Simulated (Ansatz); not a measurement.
# Sb (R-3m) in Ansatz: settings compared

The runs below take Sb through band structure, with LDA, PBEsol.

All numbers are computed with Ansatz 0.2.0; they aren't measurements. Logs are shortened: lines on timing, memory, paths and dates and some standing lists are left out, and cuts for length are marked.

### 1 The structure

It takes space group R-3m (No. 166, trigonal). Conventional cell: a = 4.308 Å, b = 4.308 Å, c = 11.274 Å, α = 90.00°, β = 90.00°, γ = 120.00°. Sb (site symmetry 3m) has 3 Sb at 2.91 Å as nearest neighbours.

### 2 Band structure, LDA

Contents of input.yaml:

```yaml
crystal:
  lattice:
    - [2.1542, 1.2437279499, 3.758]
    - [-2.1542, 1.2437279499, 3.758]
    - [0.0, -2.4874558998, 3.758]
  atoms:
    - { symbol: Sb, position: [0.76651, 0.76651, 0.76651] }
    - { symbol: Sb, position: [0.23349, 0.23349, 0.23349] }
kpoints:
  mp_grid: { grid: [8, 8, 8] }
  band_path:
    path:
      - [0.0, 0.0, 0.0]
      - [0.5, 0.0, 0.0]
      - [0.5, 0.2396873643, -0.2396873643]
    npoints: 8
scf:
  occupations: { method: fermi_dirac, width: 0.05 }
hamiltonian:
  xc: lda
  pseudopotentials: { kind: all_electron, lapw: { basis_error: 0.001 } }
output:
  forces: true
  stress: true
  eigenvalues: true
```

Potentials or basis: all-electron LAPW, scalar-relativistic.

Started as:

```bash
ansatz run input.yaml --threads 1 --pin off --max-ram 3072MiB --backend cpu --events-out ev --progress --plain --runs-dir out
```

The log of the run:

```text
Warning: RAYON_NUM_THREADS=1 ignored (pool sized by the plan → 1); use --threads N
LAPW: plane waves up to 7.776 Å⁻¹, error target 1.0e-3 eV per atom; small_component_spin mean_spin; Sb in spheres of 1.454 Å, 23 of its electrons in bands, Dirac shells [] (how accurate: hamiltonian.pseudopotentials.lapw.basis_error, Limitations)
Engine: ansatz 0.2.0, x86_64-unknown-linux-gnu
Pseudopotentials: kind: all_electron
Pseudopotential: Sb, LAPW, valence charge 23, lapw/all_electron/scalar/gaussian/Sb, Koelling and Harmon's equation, gaussian nucleus
Functional definition: SPW92
  exchange = slater_x
  correlation = pw_c
Crystal: 2 atoms, lattice volume = 60.411 Å³
Basis set: ecut = 230.35959674443419 eV, 489 PW (Γ), exchange–correlation at level 2
Bands: 28, of which v1, the nominal top of the filled ones, is band 23 counted from 1 (22 counted from 0)
Symmetry: 12 space group operations
Space group: R-3m (ITA 166), of the structure as read, at distance tolerance 3.9e-5 Å
k-points: 65 of 512
Non-local potential: Sb, projectors of the file, none
Initial density: superposition of atomic densities (chi_scale 0.1, normalization cell)
Initial wavefunctions: plane waves of lowest kinetic energy (no species holds an atomic orbital)
Functional: x = slater, c = lda
iter 1 solved again at ethr=1.68e-4 eV; its pass at ethr=1.00e-1 eV (dr2=7.72e-2 eV) is discarded
SCF iter   1: F=—  HF=-352439.401236 eV  |F-HF|=—  |Δ(HF+E_count)|=         —  Δρ=1.24e-2  dr2=7.81e-2  ethr=1.68e-4  ⟨swp⟩=3.0  Hψ=12055  notcnv=0
preconditioner: auto → Kerker (q_TF=auto, 2.607 Å⁻¹)  [metal: Δε(μ)=0.044 eV  Ē_g=9.505 eV  σ=0.050 eV  W_gap=0.21  n_scr=14 (ndim 8)  ℏωp=15.1 eV  f_vac=0.017  D(μ)=0.36/eV (n_scr^D=0)]
SCF iter   2: F=—  HF=-352439.386156 eV  |F-HF|=—  |Δ(HF+E_count)|=   1.51e-2  Δρ=8.32e-3  dr2=4.37e-2  ethr=1.68e-4  ⟨swp⟩=2.0  Hψ=5393  notcnv=0
SCF iter   3: F=—  HF=-352439.379529 eV  |F-HF|=—  |Δ(HF+E_count)|=   6.63e-3  Δρ=2.67e-3  dr2=6.41e-3  ethr=9.50e-5  ⟨swp⟩=2.0  Hψ=5385  notcnv=0
SCF iter   4: F=—  HF=-352439.377302 eV  |F-HF|=—  |Δ(HF+E_count)|=   2.23e-3  Δρ=1.04e-3  dr2=1.38e-3  ethr=1.39e-5  ⟨swp⟩=2.0  Hψ=5387  notcnv=0
SCF iter   5: F=—  HF=-352439.377045 eV  |F-HF|=—  |Δ(HF+E_count)|=         —  Δρ=4.01e-4  dr2=1.55e-4  ethr=3.01e-6  ⟨swp⟩=2.0  Hψ=5381  notcnv=0
the basis was enlarged: its passes take 66.2 KiB over the memory plan, 1 of 1 planned eigensolver slots
SCF iter   6: F=—  HF=-352439.377049 eV  |F-HF|=—  |Δ(HF+E_count)|=   3.83e-6  Δρ=1.95e-4  dr2=3.54e-5  ethr=3.36e-7  ⟨swp⟩=2.0  Hψ=5381  notcnv=0
iter 7 solved again at ethr=6.89e-9 eV; its pass at ethr=7.69e-8 eV (dr2=3.17e-6 eV) is discarded
SCF iter   7: F=—  HF=-352439.377045 eV  |F-HF|=—  |Δ(HF+E_count)|=   4.49e-6  Δρ=5.98e-5  dr2=3.16e-6  ethr=6.89e-9  ⟨swp⟩=2.0  Hψ=9104  notcnv=0
SCF iter   8: F=—  HF=-352439.377044 eV  |F-HF|=—  |Δ(HF+E_count)|=   5.10e-7  Δρ=1.32e-5  dr2=1.26e-7  ethr=6.88e-9  ⟨swp⟩=2.0  Hψ=5384  notcnv=0
SCF iter   9: F=-352439.377044 eV  HF=-352439.377044 eV  |F-HF|=5.76e-9  |Δ(HF+E_count)|=   2.85e-9  Δρ=4.44e-6  dr2=1.83e-8  ethr=2.73e-10  ⟨swp⟩=2.0  Hψ=5381  notcnv=0
SCF 1 converged in 9 iterations: F = -352439.377044 eV  dr2 = 1.83e-8
NSCF: frozen V_eff on 17 k-points
SCF converged after 9 iterations
Free energy (F): -352439.377044 eV
Harris-Foulkes:  -352439.377044 eV  (|F-HF|=5.76e-9)
Internal energy: -352439.374206 eV  (E = F + TS)
E sigma→0 (E₀):  -352439.375625 eV
Entropy (-TS):   -0.002838 eV (-1.419 meV/atom)
Fermi energy:    12.453051 eV
--- Per-component energies (eV) ---
  E_band       = -1809.560034
  E_kinetic    = 371330.786413
  E_xc         = -8986.524217
  E_electrostatic = -714783.636402  (all electrons and nuclei)
  E_smearing   = -0.002838  (= −TS)
  E_closure    = 0.000000  (closes the sum)
  E_atoms      = -352429.757022  (free atoms, spherical and without spin; not in F)
  Σ components = -352439.377044   (vs F -352439.377044, Δ=0.00e0)
  Basis errors (estimates in eV, not in F): energy 3.9e-4 per atom: plane waves 3.7e-4 (2.0e-4 summed), levels above the bands 1.4e-47, relativity 3.2e-9, radial functions 2.4e-5, core shells 4.3e-9; eigenvalues (radial functions only) 2.7e-7; not estimated: angular momenta, meshes, grids; target (lapw.basis_error) 1.0e-3; muffin-tin radii Sb 1.454 Å
--- Forces (eV/Å), atoms counted from 1 ---
  atom   1  Sb    -0.00000000     0.00000000    -0.01199899
  atom   2  Sb    -0.00000000    -0.00000000     0.01199899
  max |Σ_I F_I| component: 9.25e-18 eV/Å
--- Stress (GPa, compression-positive) ---
       -1.023112       0.000000       0.000000
        0.000000      -1.023112       0.000000
        0.000000       0.000000      -1.462013
  P = ⅓ Tr σ = -1.1694 GPa (-11.694 kbar)
--- Band table (eV; the first three rows and the last of 65) ---
  k-point 0: bands = ["-131.5953", "-131.5946", "-84.7277", "-84.7277", "-84.7234", "-84.7234", "-84.7117", "-84.7085", "-16.9160", "-16.9160", "-16.8235", "-16.8235", "-16.8013", "-16.7086", "-16.7086", "-16.7051", "-16.6298", "-16.6298", "-0.3640", "7.4146", "10.3397", "10.6120", "10.6120", "14.4767", "15.0709", "15.0709", "17.6033", "17.6033"]
  k-point 1: bands = ["-131.5953", "-131.5946", "-84.7277", "-84.7276", "-84.7236", "-84.7234", "-84.7115", "-84.7086", "-16.9097", "-16.9069", "-16.8205", "-16.8183", "-16.7973", "-16.7128", "-16.7119", "-16.7087", "-16.6389", "-16.6364", "-0.1922", "6.7255", "10.3828", "10.5739", "10.8540", "14.3531", "14.6230", "14.6761", "17.0378", "17.4969"]
  k-point 2: bands = ["-131.5952", "-131.5947", "-84.7277", "-84.7273", "-84.7240", "-84.7234", "-84.7111", "-84.7088", "-16.8930", "-16.8813", "-16.8132", "-16.8040", "-16.7856", "-16.7261", "-16.7247", "-16.7146", "-16.6632", "-16.6541", "0.3181", "5.3077", "10.4034", "10.5082", "11.2811", "13.6230", "13.7522", "13.8486", "17.3543", "18.0323"]
  k-point 64: bands = ["-131.5952", "-131.5946", "-84.7274", "-84.7274", "-84.7236", "-84.7236", "-84.7112", "-84.7089", "-16.8663", "-16.8663", "-16.8051", "-16.8051", "-16.7809", "-16.7236", "-16.7223", "-16.7223", "-16.6839", "-16.6839", "1.1663", "3.3472", "11.1068", "11.1068", "11.8649", "12.5293", "12.5293", "13.4619", "19.3888", "21.4071"]
```

Wall time 13 s (1 thread of Intel Xeon Platinum 8488C (Sapphire Rapids), shared host); peak memory 0.38 GiB.

Results:

```yaml
Free_energy: -352439.3770 eV
Pressure: -1.2 GPa
Largest_force: 0.012 eV/Å
Band_gap_along_the_path: none (metal or under the smearing width)
```

Forces in eV/Å, atoms in the order of the input:
```
Sb   0.000  0.000 -0.012
Sb   0.000  0.000  0.012
```

Levels at the corners of the path, in eV from the Fermi level:
| point | band 20 | band 21 | band 22 | band 23 | band 24 | band 25 | band 26 | band 27 |
| --- | --- | --- | --- | --- | --- | --- | --- | --- |
| Γ | -5.04 | -2.11 | -1.84 | -1.84 | 2.02 | 2.62 | 2.62 | 5.15 |
| L | -9.75 | -1.97 | -1.87 | -0.36 | -0.30 | 0.10 | 0.44 | 7.52 |
| B1 | -9.17 | -5.02 | -4.89 | -0.80 | 0.61 | 4.56 | 4.62 | 5.91 |

Caveat: spin-orbit coupling is left out, which moves the levels of the heavy elements.

### 3 Band structure, PBEsol

input.yaml: that of step 2 with these lines changed.

```diff
@@ -15,3 +15,3 @@
       - [0.5, 0.2396873643, -0.2396873643]
-    npoints: 8
+    npoints: 6
 scf:
@@ -19,3 +19,3 @@
 hamiltonian:
-  xc: lda
+  xc: pbesol
   pseudopotentials: { kind: all_electron, lapw: { basis_error: 0.001 } }
```

Potentials or basis: all-electron LAPW, scalar-relativistic.

Started as:

```bash
ansatz run input.yaml --threads 1 --pin off --max-ram 3072MiB --backend cpu --events-out ev --progress --plain --runs-dir out
```

Run time: 14 s. Hardware: 1 thread of Intel Xeon Platinum 8488C (Sapphire Rapids), shared host; peak memory 0.4 GiB.

The run converged. Its results:

* Free energy: -352583.6295 eV
* Pressure: 0.0 GPa
* Largest force: 0.104 eV/Å
* Band gap along the path: none (metal or under the smearing width)

Forces on the atoms (eV/Å):
```
Sb   0.000  0.000 -0.104
Sb   0.000  0.000  0.104
```

Stress tensor (GPa, compression positive):
```
 0.21  0.00  0.00
 0.00  0.21  0.00
 0.00  0.00 -0.33
```

Levels at the corners of the path, in eV from the Fermi level:
| point | band 21 | band 22 | band 23 | band 24 | band 25 | band 26 |
| --- | --- | --- | --- | --- | --- | --- |
| Γ | -2.13 | -1.86 | -1.86 | 2.01 | 2.62 | 2.62 |
| L | -2.00 | -1.89 | -0.37 | -0.31 | 0.08 | 0.42 |
| B1 | -5.07 | -4.93 | -0.81 | 0.61 | 4.50 | 4.57 |

Caveat: spin-orbit coupling is left out, which moves the levels of the heavy elements.
